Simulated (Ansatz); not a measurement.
A plane-wave DFT run in Ansatz 0.2.0 (scalar-relativistic PAW potentials unless the input names others): input and command.

```yaml
crystal:
  lattice:
    - [6.2270969647, -1.5416465314, 0.0062237247]
    - [6.2270969647, 1.5416465314, 0.0062237247]
    - [-1.3979837347, 0.0, 5.7089372661]
  atoms:
    - { symbol: Ga, position: [0.3414969633, 0.3414969633, 0.6858233475] }
    - { symbol: Ga, position: [0.6585030367, 0.6585030367, 0.3141766525] }
    - { symbol: Ga, position: [0.9100736974, 0.9100736974, 0.2052722651] }
    - { symbol: Ga, position: [0.0899263026, 0.0899263026, 0.7947277349] }
    - { symbol: O, position: [0.5039752964, 0.5039752964, 0.7433114548] }
    - { symbol: O, position: [0.4960247036, 0.4960247036, 0.2566885452] }
    - { symbol: O, position: [0.8263047159, 0.8263047159, 0.435665755] }
    - { symbol: O, position: [0.1736952841, 0.1736952841, 0.564334245] }
    - { symbol: O, position: [0.1635091309, 0.1635091309, 0.1092019208] }
    - { symbol: O, position: [0.8364908691, 0.8364908691, 0.8907980792] }
basis:
  ecutwfc: 420
kpoints:
  mp_grid: { grid: [7, 7, 4] }
hamiltonian:
  xc: pbe
  dispersion: d4
scf:
  occupations: { method: gaussian, width: 0.02 }
output:
  forces: true
  eigenvalues: true
  stress: true
```

```bash
ansatz run input.yaml --threads 8 --pin off --max-ram 20480MiB --backend cpu --events-out ev --progress --plain --runs-dir out
```

Abridged log:
```
Basis set: ecut = 420 eV, 2141 PW (Γ), FFT grids on a1−a2, a2, a3, exchange–correlation on 48×90×80 points (8 copies of the dense FFT grid, shifted against one another)
Bands: 54, of which v1, the nominal top of the filled ones, is band 44 counted from 1 (43 counted from 0)
Symmetry: 4 space group operations
k-points: 60 of 196
SCF iter   1: F=—  HF=-18543.123687 eV  |F-HF|=—  |Δ(HF+E_count)|=         —  Δρ=1.12e-3  dr2=4.80e-4  ethr=1.77e-3  ⟨swp⟩=6.2  Hψ=11744  notcnv=0  defer=12
SCF iter   2: F=—  HF=-18543.124922 eV  |F-HF|=—  |Δ(HF+E_count)|=   1.23e-3  Δρ=6.02e-4  dr2=1.57e-4  ethr=5.45e-7  ⟨swp⟩=2.6  Hψ=6678  notcnv=0  defer=164
SCF iter   3: F=—  HF=-18543.125361 eV  |F-HF|=—  |Δ(HF+E_count)|=   4.40e-4  Δρ=2.21e-4  dr2=4.09e-5  ethr=1.78e-7  ⟨swp⟩=2.0  Hψ=5628  notcnv=0  defer=57
automatic band count: iteration 3 solves 52 bands in place of 54: the levels show a gap, and the empty bands left out lie too high to hold charge; the band table lists the bands solved (type scf.n_extra_bands for more)
SCF iter   4: F=—  HF=-18543.125490 eV  |F-HF|=—  |Δ(HF+E_count)|=   1.28e-4  Δρ=6.13e-5  dr2=3.74e-6  ethr=4.65e-8  ⟨swp⟩=2.0  Hψ=5434  notcnv=0  defer=57
SCF iter   5: F=—  HF=-18543.125492 eV  |F-HF|=—  |Δ(HF+E_count)|=   2.36e-6  Δρ=2.58e-5  dr2=8.23e-7  ethr=4.25e-9  ⟨swp⟩=2.0  Hψ=4045  notcnv=0  defer=57
SCF iter   6: F=—  HF=-18543.125493 eV  |F-HF|=—  |Δ(HF+E_count)|=   4.89e-7  Δρ=1.64e-5  dr2=2.11e-7  ethr=9.35e-10  ⟨swp⟩=2.0  Hψ=5628  notcnv=0  defer=57
SCF iter   7: F=-18543.125493 eV  HF=-18543.125493 eV  |F-HF|=9.28e-9  |Δ(HF+E_count)|=   2.30e-9  Δρ=3.99e-6  dr2=1.12e-8  ethr=1.14e-10  ⟨swp⟩=6.6  Hψ=11961  notcnv=0
SCF 1 converged in 7 iterations: F = -18543.125493 eV  dr2 = 1.12e-8
SCF converged after 7 iterations
Free energy (F): -18543.125493 eV
Harris-Foulkes:  -18543.125493 eV  (|F-HF|=9.28e-9)
Internal energy: -18543.125493 eV  (E = F + TS)
E sigma→0 (E₀):  -18543.125493 eV
Fermi energy:    8.561604 eV
  E_disp       = -3.006784  (pairwise vdW)
--- Forces (eV/Å), atoms counted from 1 ---
  atom   1  Ga     0.00220534     0.00000000     0.02186716
  atom   2  Ga    -0.00220534     0.00000000    -0.02186716
  atom   3  Ga    -0.00083510     0.00000000    -0.00056070
  atom   4  Ga     0.00083510     0.00000000     0.00056070
  atom   5  O      0.01221508     0.00000000     0.00363280
  atom   6  O     -0.01221508     0.00000000    -0.00363280
  atom   7  O      0.00869919     0.00000000    -0.01639551
  atom   8  O     -0.00869919     0.00000000     0.01639551
  atom   9  O     -0.00782502     0.00000000    -0.00892143
  atom  10  O      0.00782502     0.00000000     0.00892143
--- Stress (GPa, compression-positive) ---
       -4.312676       0.000000      -0.010481
        0.000000      -4.301951       0.000000
       -0.010484       0.000000      -4.247059
  P = ⅓ Tr σ = -4.2872 GPa (-42.872 kbar)
```

Apart from outputs, empty bands and the relaxation, which only the reference makes, the input differs from a reference run on usual settings in hamiltonian.dispersion: not typed → "d4"; kpoints.mp_grid.grid: [10, 10, 6] → [7, 7, 4]. The reference, at the same geometry, ended its own course with pressure 0.02 GPa, largest force 0.002 eV/Å, gap on the mesh 2.01 eV. This run converged in 7 SCF iterations with an energy at zero smearing 301 meV/atom below the reference's (the Hamiltonian itself differs), pressure -4.29 GPa, largest force 0.022 eV/Å, gap on the mesh 2.02 eV. Its k mesh is looser than usual. The Hamiltonian differs as well, so the change in the result can't be put down to that alone.

Time: 5.3 s on 8 threads of Intel(R) Xeon(R) Processor @ 2.50GHz (Skylake/Cascade Lake), with other jobs on the host, peak memory 0.76 GiB.